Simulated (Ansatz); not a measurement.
Born–Oppenheimer molecular dynamics of a periodic cell of 14 atoms, LaB$_{6}$ (start crystal LaB6, start structure Pm-3m, volume 1.1 times the crystal's). It goes on from the last frame of an earlier run, with new velocities.

The calculation used DFT PBEsol, scalar-relativistic, plane waves, PAW in Ansatz. Settings: accuracy low, cutoff 420 eV, k mesh 3x3x3, fermi-dirac smearing 0.17 eV, no spin polarisation.

| Quantity | Value |
| --- | --- |
| ensemble | NVT, Langevin thermostat |
| time step | 1 fs |
| steps asked | 260 |
| set temperature | 1600 K |
| friction | 0.02 /fs |
| temperature schedule | 195 steps to 300 K, then 65 steps to 300 K |
| seed | 87135 |

Frames 10 fs apart, positions in Å, forces in eV/Å.

Velocities at 70.0 fs (Å/ps):

```
La -1.43 0.04 -1.11
B -43.05 -7.45 2.36
B 10.83 -6.65 -8.51
B -6.96 0.39 0.21
B 5.60 12.51 -16.45
B 3.06 1.98 -8.99
B -3.95 3.73 -1.35
La -2.42 -2.46 1.21
B -5.48 -16.87 -4.33
B -7.99 -6.14 10.52
B -10.96 -0.76 13.23
B -2.14 24.74 -23.55
B 16.33 -7.47 2.61
B -0.86 -7.28 -5.47
```

```xyz
14
Lattice="0.0000 4.2867 4.2867 4.2867 0.0000 4.2867 4.2867 4.2867 0.0000" Properties=species:S:1:pos:R:3:forces:R:3 time_fs=70.0 energy_less_start_eV=-0.037 T=1678
La 0.260 0.445 -0.091 -0.73 -0.57 0.08
B 3.354 2.472 2.133 3.35 -1.37 0.13
B 0.914 2.415 2.076 -1.79 -0.34 0.00
B 2.226 2.341 3.469 -0.37 0.63 0.10
B 2.233 2.310 0.820 0.02 0.89 1.21
B 2.087 1.212 2.267 0.98 -3.46 -2.15
B 2.088 3.545 2.188 1.06 4.00 -0.60
La 4.552 4.293 4.445 -0.69 1.06 -0.96
B 7.768 6.856 6.295 0.86 -1.57 1.43
B 5.284 6.627 6.398 -2.21 1.25 0.98
B 6.605 6.813 7.718 -0.61 -1.26 -1.39
B 6.521 6.545 5.169 -0.07 1.86 -2.23
B 6.420 5.383 6.293 0.82 -1.77 2.36
B 6.500 7.987 6.345 -0.61 0.65 1.04
14
Lattice="0.0000 4.2867 4.2867 4.2867 0.0000 4.2867 4.2867 4.2867 0.0000" Properties=species:S:1:pos:R:3:forces:R:3 time_fs=80.0 energy_less_start_eV=-0.063 T=1202
La 0.237 0.449 -0.105 -0.78 -0.53 0.26
B 3.184 2.380 2.194 5.62 0.09 -0.32
B 0.918 2.378 2.027 -1.00 0.27 0.42
B 2.129 2.339 3.477 -0.74 0.28 -3.38
B 2.281 2.418 0.762 -0.90 -0.01 1.90
B 2.101 1.099 2.139 -0.03 -0.70 -0.39
B 2.091 3.691 2.185 0.53 -1.15 -0.37
La 4.531 4.263 4.457 -0.98 1.24 -0.96
B 7.757 6.667 6.320 -0.17 -0.20 0.01
B 5.211 6.654 6.508 -0.77 -0.21 -0.81
B 6.498 6.747 7.680 0.56 -0.67 -1.21
B 6.493 6.793 5.012 -0.40 -1.13 4.04
B 6.591 5.317 6.421 -0.94 2.52 0.00
B 6.460 7.954 6.301 0.00 0.19 0.79
14
Lattice="0.0000 4.2867 4.2867 4.2867 0.0000 4.2867 4.2867 4.2867 0.0000" Properties=species:S:1:pos:R:3:forces:R:3 time_fs=90.0 energy_less_start_eV=0.272 T=990
La 0.205 0.441 -0.120 -0.53 -0.88 0.63
B 3.481 2.304 2.272 -2.09 0.36 -1.07
B 0.850 2.318 2.051 1.06 0.19 -0.09
B 2.013 2.365 3.303 1.54 -0.06 1.99
B 2.297 2.479 0.829 -0.52 -0.78 -0.26
B 2.122 0.993 1.984 0.73 3.10 0.96
B 2.132 3.740 2.180 0.67 -2.71 -0.51
La 4.508 4.248 4.466 -0.78 1.19 -1.03
B 7.746 6.514 6.350 0.19 1.69 -1.05
B 5.124 6.695 6.557 1.23 -0.38 -1.58
B 6.493 6.631 7.522 0.29 2.58 5.07
B 6.445 6.835 5.088 -0.59 -2.36 -1.22
B 6.590 5.368 6.591 -1.66 -1.66 -2.55
B 6.385 7.933 6.307 0.46 -0.28 0.70
14
Lattice="0.0000 4.2867 4.2867 4.2867 0.0000 4.2867 4.2867 4.2867 0.0000" Properties=species:S:1:pos:R:3:forces:R:3 time_fs=100.0 energy_less_start_eV=-0.536 T=1215
La 0.176 0.433 -0.120 -0.47 -1.05 0.46
B 3.578 2.268 2.232 -3.83 0.46 -0.60
B 0.845 2.307 2.020 1.46 -0.15 0.26
B 2.068 2.387 3.279 0.71 -1.67 2.93
B 2.259 2.437 0.887 0.08 -0.21 -2.09
B 2.195 1.098 1.930 0.13 -1.07 1.69
B 2.183 3.582 2.169 -0.03 1.76 -0.53
La 4.492 4.225 4.459 -0.74 1.20 -0.96
B 7.732 6.471 6.283 -0.79 1.29 0.27
B 5.177 6.678 6.435 1.30 -0.79 0.24
B 6.552 6.647 7.679 -0.25 0.73 0.25
B 6.340 6.685 5.097 0.85 -0.92 -0.68
B 6.449 5.314 6.595 0.09 0.12 -1.64
B 6.350 7.925 6.310 1.49 0.31 0.40
14
Lattice="0.0000 4.2867 4.2867 4.2867 0.0000 4.2867 4.2867 4.2867 0.0000" Properties=species:S:1:pos:R:3:forces:R:3 time_fs=110.0 energy_less_start_eV=-0.112 T=628
La 0.161 0.420 -0.118 -0.44 -0.91 0.24
B 3.441 2.301 2.192 2.34 0.20 -0.25
B 0.918 2.270 1.983 -0.58 0.36 1.02
B 2.235 2.324 3.488 -0.95 -0.60 -2.10
B 2.218 2.415 0.852 0.29 -0.11 0.69
B 2.246 1.133 2.008 -1.11 -2.60 0.70
B 2.256 3.530 2.198 -1.49 1.75 0.10
La 4.457 4.218 4.458 -0.67 1.06 -0.85
B 7.673 6.569 6.254 0.69 0.20 1.37
B 5.272 6.594 6.307 -4.05 0.14 3.41
B 6.568 6.730 7.813 -0.13 -0.56 -4.29
B 6.291 6.499 5.118 3.07 0.40 -1.07
B 6.372 5.250 6.475 1.60 1.18 0.06
B 6.397 7.932 6.280 1.43 -0.51 0.96
14
Lattice="0.0000 4.2867 4.2867 4.2867 0.0000 4.2867 4.2867 4.2867 0.0000" Properties=species:S:1:pos:R:3:forces:R:3 time_fs=120.0 energy_less_start_eV=-0.958 T=1051
La 0.144 0.425 -0.095 -0.20 -0.89 0.37
B 3.446 2.408 2.185 0.81 -1.08 0.03
B 0.940 2.208 2.029 -0.74 0.99 0.93
B 2.309 2.218 3.517 -1.21 0.16 -2.31
B 2.247 2.380 0.884 -0.07 0.04 -0.73
B 2.238 0.988 2.134 -0.23 0.79 -0.43
B 2.177 3.596 2.252 -0.39 -0.67 -0.29
La 4.407 4.226 4.452 -0.11 0.71 -0.67
B 7.667 6.657 6.367 2.60 -1.65 -0.12
B 5.155 6.579 6.426 0.84 0.50 0.24
B 6.563 6.776 7.650 -1.08 -1.51 1.26
B 6.401 6.415 5.145 0.47 1.38 -0.12
B 6.434 5.286 6.384 0.06 0.39 1.43
B 6.504 7.851 6.284 -0.75 0.84 0.42
14
Lattice="0.0000 4.2867 4.2867 4.2867 0.0000 4.2867 4.2867 4.2867 0.0000" Properties=species:S:1:pos:R:3:forces:R:3 time_fs=130.0 energy_less_start_eV=-0.777 T=841
La 0.138 0.422 -0.074 -0.13 -1.03 0.54
B 3.542 2.431 2.218 -1.70 -0.76 -0.59
B 0.928 2.256 2.176 0.86 0.17 -0.46
B 2.253 2.110 3.370 -0.39 1.61 1.84
B 2.311 2.345 0.879 -0.58 0.10 0.17
B 2.235 0.925 2.224 0.09 0.49 -2.16
B 2.091 3.599 2.261 1.21 -0.55 -0.64
La 4.356 4.239 4.445 0.11 0.74 -0.35
B 7.813 6.620 6.518 -0.22 -0.96 -1.07
B 5.176 6.587 6.593 1.71 0.49 -1.44
B 6.530 6.729 7.647 -0.16 -1.35 2.31
B 6.463 6.445 5.079 0.38 0.84 1.01
B 6.496 5.370 6.419 -0.47 -1.54 0.81
B 6.565 7.779 6.303 -0.71 1.73 0.03
14
Lattice="0.0000 4.2867 4.2867 4.2867 0.0000 4.2867 4.2867 4.2867 0.0000" Properties=species:S:1:pos:R:3:forces:R:3 time_fs=140.0 energy_less_start_eV=-0.728 T=609
La 0.135 0.411 -0.054 -0.24 -0.96 0.45
B 3.494 2.434 2.242 0.98 -1.11 -0.06
B 1.009 2.317 2.300 -2.17 -0.91 -2.34
B 2.164 2.164 3.375 2.13 0.54 3.20
B 2.331 2.342 0.938 -0.76 -0.30 0.72
B 2.230 0.957 2.158 0.47 0.74 -0.72
B 2.097 3.586 2.231 1.62 0.55 -0.04
La 4.332 4.258 4.449 0.13 0.65 -0.27
B 7.919 6.517 6.600 -2.32 0.40 -0.64
B 5.312 6.601 6.618 -1.59 0.42 -1.03
B 6.509 6.636 7.865 0.89 -0.13 -2.30
B 6.488 6.480 5.093 0.30 0.48 2.22
B 6.517 5.336 6.505 0.19 -0.91 0.12
B 6.567 7.795 6.353 0.38 0.55 0.69
14
Lattice="0.0000 4.2867 4.2867 4.2867 0.0000 4.2867 4.2867 4.2867 0.0000" Properties=species:S:1:pos:R:3:forces:R:3 time_fs=150.0 energy_less_start_eV=-1.447 T=936
La 0.128 0.404 -0.020 -0.08 -0.86 0.33
B 3.498 2.391 2.230 1.12 -0.57 0.97
B 1.004 2.300 2.265 -0.99 -0.34 0.23
B 2.202 2.256 3.593 0.67 0.14 -1.81
B 2.276 2.314 1.002 -0.30 0.44 -1.64
B 2.248 1.054 2.085 0.65 -1.47 2.03
B 2.195 3.595 2.180 0.28 -0.22 1.09
La 4.337 4.279 4.449 0.19 0.51 -0.31
B 7.837 6.464 6.597 0.40 1.10 -0.63
B 5.325 6.671 6.558 -1.40 -0.77 0.13
B 6.588 6.538 7.859 -0.36 0.57 -0.69
B 6.558 6.536 5.291 0.03 -0.04 -0.26
B 6.549 5.269 6.553 -0.49 0.65 -0.08
B 6.581 7.837 6.441 0.28 0.87 0.63
14
Lattice="0.0000 4.2867 4.2867 4.2867 0.0000 4.2867 4.2867 4.2867 0.0000" Properties=species:S:1:pos:R:3:forces:R:3 time_fs=160.0 energy_less_start_eV=-0.799 T=686
La 0.118 0.391 0.022 0.07 -0.78 0.33
B 3.574 2.311 2.253 -1.12 0.15 0.41
B 0.912 2.275 2.201 1.83 0.03 0.79
B 2.273 2.344 3.709 0.04 -0.47 -3.04
B 2.229 2.322 0.951 0.24 -0.53 0.31
B 2.341 1.045 2.201 -0.57 0.07 1.07
B 2.325 3.551 2.172 -1.00 0.20 1.47
La 4.337 4.293 4.442 0.33 0.50 -0.18
B 7.780 6.567 6.535 2.35 0.02 1.10
B 5.230 6.704 6.507 1.70 -0.73 0.59
B 6.632 6.486 7.804 -1.30 1.08 1.34
B 6.630 6.548 5.432 -2.08 0.35 -3.23
B 6.513 5.226 6.642 0.13 1.27 -0.95
B 6.609 7.916 6.581 -0.64 -1.18 0.01
14
Lattice="0.0000 4.2867 4.2867 4.2867 0.0000 4.2867 4.2867 4.2867 0.0000" Properties=species:S:1:pos:R:3:forces:R:3 time_fs=170.0 energy_less_start_eV=-1.384 T=874
La 0.112 0.369 0.070 0.10 -0.76 0.35
B 3.545 2.268 2.272 0.94 0.51 -0.22
B 0.984 2.217 2.214 1.16 0.62 0.43
B 2.301 2.333 3.598 -0.43 -0.01 -0.70
B 2.230 2.312 0.912 0.26 -0.39 2.48
B 2.374 1.026 2.438 -1.15 -0.38 -1.06
B 2.336 3.497 2.239 -1.18 1.68 0.42
La 4.339 4.301 4.451 0.36 0.53 -0.05
B 7.876 6.647 6.527 -0.99 -0.76 0.37
B 5.272 6.688 6.513 0.40 -0.79 0.54
B 6.585 6.517 7.844 -0.12 0.61 -0.44
B 6.582 6.618 5.317 -0.06 -0.01 0.18
B 6.509 5.278 6.682 0.63 0.09 -1.57
B 6.595 7.911 6.708 0.06 -0.95 -0.72
14
Lattice="0.0000 4.2867 4.2867 4.2867 0.0000 4.2867 4.2867 4.2867 0.0000" Properties=species:S:1:pos:R:3:forces:R:3 time_fs=180.0 energy_less_start_eV=-1.033 T=636
La 0.108 0.338 0.114 0.12 -0.51 0.31
B 3.594 2.298 2.268 -0.03 0.16 0.06
B 1.109 2.239 2.247 -2.78 0.57 0.41
B 2.279 2.333 3.488 0.37 1.07 2.70
B 2.257 2.287 1.061 1.16 -0.04 -1.08
B 2.321 0.988 2.575 0.00 -0.43 -2.55
B 2.245 3.597 2.350 0.71 0.17 -1.06
La 4.351 4.299 4.455 0.27 0.56 0.05
B 7.910 6.638 6.567 -0.84 -0.68 -0.12
B 5.352 6.612 6.576 -1.24 -0.12 -0.25
B 6.554 6.589 7.901 0.45 -0.51 -0.41
B 6.496 6.717 5.168 0.79 -0.64 3.04
B 6.571 5.340 6.590 0.33 -0.07 -0.23
B 6.569 7.867 6.731 0.66 0.48 -0.88
```

Of the whole run (260 fs, mean temperature of the second half 617 K): The schedule's set-point averaged 409 K over the second half and the system 617 K, so it lags behind the ramp. A run of 0.26 ps of so small a system gives no equilibrium averages. Limits of this set-up: coarse k mesh, low accuracy level.

Time of the run: 22 min on 1 thread of Intel(R) Xeon(R) 6975P-C (Granite Rapids), on a shared host, peak memory 0.57 GiB.
